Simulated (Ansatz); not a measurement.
BaTe: levels with and without spin–orbit coupling

```
CELL_PARAMETERS angstrom
0.00000 3.41000 3.41000
3.41000 0.00000 3.41000
3.41000 3.41000 0.00000
ATOMIC_POSITIONS crystal
Ba 0.00000 0.00000 0.00000
Te 0.50000 0.50000 0.50000
```

Atom numbers follow the list: Ba1, Te2.

The cell is COD entry 1010423, as deposited and not checked against the literature; nothing was relaxed. It is an old determination, and later ones may differ.

All numbers are computed: DFT, PBE, all-electron LAPW, scalar-relativistic (Ansatz 0.2.0); DFT, PBE, all-electron LAPW, Dirac equation with spin-orbit coupling (Ansatz 0.2.0).

Settings: a Γ-centred 10×10×10 k mesh, Fermi–Dirac smearing of 0.05 eV, basis error target 0.25 meV/atom, no spin polarisation.

Levels between -4 and 3 eV, each run counted from its own valence-band top. Scalar levels are listed once for both spins; with the coupling every spinor state is counted. Levels near the edges of the range can cross them.

Problem. At Γ (0.000, 0.000, 0.000) the scalar-relativistic levels are 0.00 (×3), 2.96 (×3). What are they with spin–orbit coupling?

Solution. -0.88 (×2), 0.00 (×4), 2.66 (×4), 2.73 (×2).

Problem. At W (0.500, 0.250, 0.750) the scalar-relativistic levels are -1.36, -0.91 (×2). What are they with spin–orbit coupling?

Solution. -1.81 (×2), -1.16 (×2), -1.10 (×2).

Problem. Without the coupling the gap is 1.43 eV, indirect from Γ to X (0.5, 0, 0.5). And with it?

Solution. 1.15 eV, indirect from Γ to X (0.5, 0, 0.5).
